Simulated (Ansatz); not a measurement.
# SiO2 (1T monolayer type, one sheet): optical response by level, part 2 of 2

Aim: the dielectric function of SiO2 (1T monolayer type, one sheet) in the independent-particle picture, and how it depends on the functional and on the gap. Plan: HSE06 for the gap; optics with PBE on 9×9×1; optics with r2SCAN on 9×9×1; optics with PBE and scissors to the HSE06 gap on 9×9×1.

Ansatz 0.2.0; plane waves, PAW; no local fields, no excitons; one sheet in a cell with vacuum, so ε is a mean over the cell's height. The steps go on from the part before.

**5. Optics, PBE + 1.95 eV scissors**

The scissors of 1.947 eV comes from the difference of HSE06 and PBE direct gaps in separate runs.

The input, input.yaml:

```yaml
crystal:
  lattice:
    - [2.6723936084, 0.0, 0.0]
    - [-1.3361968042, 2.3143607538, 0.0]
    - [0.0, 0.0, 27.8288401864]
  atoms:
    - { symbol: Si, position: [0.0, 0.0, 0.3234055009] }
    - { symbol: O, position: [0.3333333333, 0.6666666667, 0.3558442254] }
    - { symbol: O, position: [0.6666666667, 0.3333333333, 0.2909667764] }
  periodic: [true, true, false]
kpoints:
  mp_grid: { grid: [9, 9, 1] }
hamiltonian:
  xc: pbe
scf:
  occupations: { method: fixed }
output:
  optics:
    e_range: [0, 24]
    de: 0.05
    sigma: 0.1
    bands: { spectra_wanted_up_to: 24 }
    scissors: 1.947
```

Started as:

```bash
$ ansatz run input.yaml --threads 4 --pin off --max-ram 5529MiB --backend cpu --events-out ev --progress --plain --runs-dir out
```

The program printed:

```text
Warning: RAYON_NUM_THREADS=4 ignored (pool sized by the plan → 4); use --threads N
Engine: ansatz 0.2.0, aarch64-unknown-linux-gnu
Pseudopotentials: kind: paw
Pseudopotential: Si, paw, valence charge 4, recommended cutoff 420 eV (normal), Si.paw.azcp
Pseudopotential: O, paw, valence charge 6, recommended cutoff 420 eV (normal), O.paw.azcp
Functional definition: PBE
  parameter kappa = 0.804
  parameter beta = 0.06672455060314922
  exchange = pbe_x(kappa = kappa, mu = beta*pi^2/3)
  correlation = pbe_c(beta = beta)
Crystal: 3 atoms, lattice volume = 172.118 Å³
Basis set: ecut = 420 eV, 3399 PW (Γ)
Bands: 12, of which v1, the nominal top of the filled ones, is band 8 counted from 1 (7 counted from 0)
Symmetry: 12 space group operations
Space group: P-3m1 (ITA 164), of the structure as read, at distance tolerance 5.6e-5 Å
k-points: 12 of 81
Non-local potential: Si, projectors of the file, l = 0: 2, l = 1: 2, l = 2: 2
Non-local potential: O, projectors of the file, l = 0: 2, l = 1: 2, l = 2: 1
PAW form: soft (Blöchl's): semilocal exchange-correlation on the pseudo side does not see the compensation charge
PAW one-centre angular grid: Si, 110 points (default); XC on 64 Gauss nodes
PAW one-centre angular grid: O, 110 points (default); XC on 64 Gauss nodes
Initial density: superposition of atomic densities (neutral atoms: chi_scale 0, normalization atom), corrected by the library's trained network
Initial wavefunctions: pseudopotential atomic-orbital guess
Functional: x = pbe(κ = 0.804, μ = 0.2195149727645171), c = pbe(β = 0.06672455060314922)
SCF iter   1: F=—  HF=-1773.126172 eV  |F-HF|=—  |Δ(HF+E_count)|=         —  Δρ=1.50e-3  dr2=4.44e-3  ethr=1.77e-3  ⟨swp⟩=8.3  Hψ=1234  notcnv=0  defer=24
preconditioner: auto → none  [insulator: Δε(μ)=6.976 eV  Ē_g=17.985 eV  n_scr=16 (ndim 8)  ℏωp=11.3 eV  f_vac=0.820  ε∞_Penn≈1.4]
SCF iter   2: F=—  HF=-1773.126652 eV  |F-HF|=—  |Δ(HF+E_count)|=   4.80e-4  Δρ=5.91e-4  dr2=2.36e-4  ethr=2.78e-5  ⟨swp⟩=5.2  Hψ=540  notcnv=0  defer=24
SCF iter   3: F=—  HF=-1773.127022 eV  |F-HF|=—  |Δ(HF+E_count)|=   3.71e-4  Δρ=2.59e-4  dr2=4.51e-5  ethr=1.48e-6  ⟨swp⟩=4.7  Hψ=329  notcnv=0  defer=24
SCF iter   4: F=—  HF=-1773.127251 eV  |F-HF|=—  |Δ(HF+E_count)|=   2.28e-4  Δρ=2.21e-5  dr2=5.05e-7  ethr=2.82e-7  ⟨swp⟩=5.8  Hψ=390  notcnv=0  defer=24
SCF iter   5: F=—  HF=-1773.127248 eV  |F-HF|=—  |Δ(HF+E_count)|=   2.36e-6  Δρ=1.55e-5  dr2=2.93e-7  ethr=3.15e-9  ⟨swp⟩=3.6  Hψ=375  notcnv=0  defer=24
SCF iter   6: F=—  HF=-1773.127248 eV  |F-HF|=—  |Δ(HF+E_count)|=   8.64e-8  Δρ=3.20e-6  dr2=1.07e-8  ethr=1.83e-9  ⟨swp⟩=2.8  Hψ=260  notcnv=0  defer=24
SCF iter   7: F=—  HF=-1773.127248 eV  |F-HF|=—  |Δ(HF+E_count)|=   3.20e-9  Δρ=1.17e-6  dr2=1.53e-9  ethr=6.71e-11  ⟨swp⟩=3.7  Hψ=324  notcnv=0  defer=24
SCF iter   8: F=—  HF=-1773.127248 eV  |F-HF|=—  |Δ(HF+E_count)|=  3.71e-10  Δρ=8.23e-8  dr2=1.15e-11  ethr=1.00e-12  ⟨swp⟩=21.2  Hψ=1829  notcnv=0
SCF iter   9: F=-1773.127248 eV  HF=-1773.127248 eV  |F-HF|=1.59e-11  |Δ(HF+E_count)|=  2.50e-12  Δρ=1.69e-8  dr2=3.21e-13  ethr=1.00e-12  ⟨swp⟩=2.8  Hψ=316  notcnv=0
SCF 1 converged in 9 iterations: F = -1773.127248 eV  dr2 = 3.21e-13
NSCF: frozen V_eff on 12 k-points
Optics k sum: 0 of 12 k-points
[...]
NSCF: frozen V_eff on 1 k-points
NSCF: frozen V_eff on 1 k-points
NSCF: frozen V_eff on 1 k-points
NSCF: frozen V_eff on 1 k-points
output.optics: what the bands over the 54 summed would add to eps1, eps2 and the energy-loss function is held between a lower and an upper bound (6 Lanczos steps). eps1, eps2 and their loss function (loss_summed_bands) are given on every row as the summed bands alone make them. Along an axis, on a row where the two bounds hold the loss function to about 1 % of the greater of itself and 0.5 % of |1/eps|, its cell (loss_completed) is given, with the completed eps1 and eps2 that it is formed of (a cell that is left empty reads nan in the table and null in the record). The two bounds hold it so along every axis on all 481 rows up to 24.000 eV. The run works to bound the rows up to 24.000 eV and no higher ones: a peak of the loss function over that energy may be left empty with no warning. To have the run work for it, set output.optics.bands.spectra_wanted_up_to to a higher energy. perfect_screening_sum, loss_f_sum_n_eff and, beside carriers, perfect_screening_limit are those of loss_summed_bands: over the bounded function the two sums would run over rows that are not all bounded, and lack what the bands left out lay past the top of the energy grid. Bounded is said of the bands left out alone, which are those that the basis at basis.ecutwfc holds: it says nothing of that cutoff, of the k-point mesh, of what the sum inside its cells errs by (eps2_relative_error), of the factors of all_electron_strengths, nor of how far the SCF is converged. The bands left out are taken at the k-points, and what their mean over the points' cells stands off that by is in neither bound: the run's estimate of it, which the test of a row counts in, is 0.07 % of |eps| at the most among the values given; where the mean stood off by over 0.5 % the points' spread read 0.1 to 3 times that
SCF converged after 9 iterations
Free energy (F): -1773.127248 eV
Harris-Foulkes:  -1773.127248 eV  (|F-HF|=1.59e-11)
Internal energy: -1773.127248 eV  (E = F + TS)
E sigma→0 (E₀):  -1773.127248 eV
Fermi energy:    -8.973844 eV
--- Per-component energies (eV) ---
  E_band       = -255.260840
  E_kinetic    = 406.392478
  E_local      = -22821.754537  (includes V_loc(G=0)·N_el)
  E_nonlocal   = 118.293979
  E_hartree    = 11178.689541
  E_xc         = -206.289634
  E_vxc        = -240.081674  (∫ρ·V_xc dr)
  E_paw        = -830.182545  (= ΣΔE_a)
  E_vpaw       = -75.495245  (= ΣTr[D̂ρ^β])
  E_aug_tail   = 0.005101  (compensation charges beyond the density's cutoff)
  E_ewald      = 10381.718369
  E_smearing   = -0.000000  (= −TS)
  E_closure    = 0.000000  (closes the sum)
  Σ components = -1773.127248   (vs F -1773.127248, Δ=0.00e0)
--- Band table (eV; the first three rows and the last of 12) ---
  k-point 0: bands = ["-30.2109", "-26.2906", "-13.4822", "-10.9620", "-10.9620", "-9.8253", "-9.8253", "-9.5572", "-1.9813 (-1.9813°)", "-0.4047 (-0.4068°)", "-0.0767", "-0.0616"]
  k-point 1: bands = ["-29.9911", "-26.2041", "-13.3948", "-12.0910", "-11.2642", "-10.4821", "-9.8092", "-9.1739", "-1.2791 (-1.2791°)", "-0.0734 (-0.0757°)", "0.2868", "0.5043"]
  k-point 2: bands = ["-29.3622", "-26.0080", "-14.1166", "-13.3598", "-11.8610", "-11.4833", "-9.9026", "-8.9816", "-0.0098 (-0.0098°)", "0.6820 (0.6817°)", "1.0148", "1.5624"]
  k-point 11: bands = ["-26.4982", "-26.4982", "-16.7398", "-14.5858", "-14.5858", "-12.9219", "-9.5582", "-9.5582", "2.1550", "5.2614", "5.3335", "5.5102"]
  ° read free of the cell's end (the report's vacuum.weakly_bound_levels)
```

It took 13 s on 4 threads of Arm Neoverse N1, shared host; peak memory 0.7 GiB.

optics.tsv begins:

```
# eps_inf(xx yy zz) = 1.330186 1.330186 1.263173
# eps_inf_bands = all
# eps_inf_summed_bands(xx yy zz) = 1.317854 1.317854 1.248921
# eps_inf_completed(xx yy zz) = 1.330186 1.330186 1.263173
# eps2_relative_error = 0.0009
# eps_inf_relative_error = 0.0054
# f_sum_n_eff(xx yy zz) = 10.219173 10.219173 9.763187 of n_electrons = 16.000000
# n_bands = 54
# n_bands_set_by = photon_energy
# valid_up_to_ev = 31.194064
# least_direct_gap_ev = 7.575934e0 at k(fractional) = 0.000000 0.000000 0.000000, k_point = 0, channel = 0, bands = 7 8 (counted from 0)
```

The dielectric function from optics.tsv (yy equals xx), one row in 19 (narrow peaks fall between the rows):

```
E (eV)  ε₂ xx  ε₂ zz  ε₁ xx  ε₁ zz
  9.50   0.00   0.13   1.64   1.58
 10.45   0.21   0.15   1.61   1.38
 11.40   0.32   0.11   1.70   1.33
 12.35   0.33   0.12   1.66   1.46
 13.30   0.59   0.26   1.87   1.59
 14.25   1.69   0.30   1.47   1.56
 15.20   0.74   0.37   0.88   1.53
 16.15   0.66   0.73   1.11   1.77
 17.10   0.63   0.78   0.85   1.14
 18.05   0.91   0.93   0.87   0.99
 19.00   0.59   0.58   0.60   0.89
 19.95   0.44   0.47   0.61   0.41
 20.90   0.28   0.49   0.59   0.82
 21.85   0.25   0.27   0.60   0.60
 22.80   0.15   0.17   0.68   0.74
 23.75   0.14   0.17   0.71   0.74
```

Tallest peaks of ε₂ (mean of the periodic axes): 1.7 at 14.30 eV, 0.8 at 16.50 eV, 0.9 at 18.05 eV.

**6. The levels side by side**

| level | mesh | least direct gap on the mesh (eV) | ε∞ | tallest peak of ε₂ | time |
| --- | --- | --- | --- | --- | --- |
| PBE | 9×9×1 | 7.58 | 1.38 (xx, yy), 1.30 (zz) | 1.7 at 12.35 eV | 14 s |
| r2SCAN | 9×9×1 | 8.52 | 1.33 (xx, yy), 1.27 (zz) | 1.6 at 13.45 eV | 29 s |
| PBE + 1.95 eV scissors | 9×9×1 | 9.52 | 1.33 (xx, yy), 1.26 (zz) | 1.7 at 14.30 eV | 13 s |

**7. Outcome**

This closing draws on all 2 parts.

| quantity | value |
| --- | --- |
| ε∞, PBE | 1.38 (xx, yy), 1.30 (zz) |
| ε∞, r2SCAN | 1.33 (xx, yy), 1.27 (zz) |
| ε∞, PBE + 1.95 eV scissors | 1.33 (xx, yy), 1.26 (zz) |
| tallest peak of ε₂, PBE | 1.7 at 12.35 eV |
| tallest peak of ε₂, r2SCAN | 1.6 at 13.45 eV |
| tallest peak of ε₂, PBE + 1.95 eV scissors | 1.7 at 14.30 eV |
| HSE06 direct gap | 9.52 eV |

What this shows: From PBE to PBE + 1.95 eV scissors the direct gap grows from 7.58 to 9.52 eV, and ε∞ goes from 1.38 to 1.33 (in the plane): a wider gap screens less. A sheet's ε refers to the whole height of the cell: in the plane ε − 1 falls as one over that height. Local fields and excitons are left out: both change ε∞, and without excitons the onset lacks its lines.
